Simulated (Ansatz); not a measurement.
**Cd: one input, then a changed one**

The structure comes from a relaxation in the same program, started in the diamond type. Whether it is a known phase or the ground state wasn't checked. The listed cell was then made from it by scaling, straining or moving an atom.

First run: DFT, PBE, all-electron LAPW, scalar-relativistic (Ansatz 0.2.0).

Command: `ansatz run input.yaml --threads 1 --pin off --max-ram 2048MiB --backend cpu --events-out ev --progress --plain --runs-dir out` The run took 17 s on 1 thread of Arm Neoverse V1 (shared host).

```yaml
crystal:
  lattice:
    - [0.0, 3.2833788727, 3.2833788727]
    - [3.2833788727, 0.0, 3.2833788727]
    - [3.2833788727, 3.2833788727, 0.0]
  atoms:
    - { symbol: Cd, position: [0.0, 0.0, 0.0] }
    - { symbol: Cd, position: [0.25, 0.25, 0.25] }
kpoints:
  mp_grid: { grid: [9, 9, 9] }
scf:
  occupations: { method: fermi_dirac, width: 0.08 }
hamiltonian:
  xc: pbe
  pseudopotentials: { kind: all_electron, lapw: { basis_error: 0.00025 } }
output:
  forces: true
  stress: true
  eigenvalues: true
```

Result: converged; pressure 0.84 GPa; no gap on the k mesh; 7 SCF iterations.

The input is then changed:

```diff
@@ -10,5 +10,6 @@
   mp_grid: { grid: [9, 9, 9] }
 scf:
-  occupations: { method: fermi_dirac, width: 0.08 }
+  occupations: { method: methfessel_paxton, width: 0.1 }
+  convergence: { dr2_threshold: 1.0e-11 }
 hamiltonian:
   xc: pbe
```

Task: What does the second run give?

Result: It converged; energy at zero smearing 0.0 meV/atom from the first run; pressure 0.68 GPa; no gap on the k mesh; 10 SCF iterations.
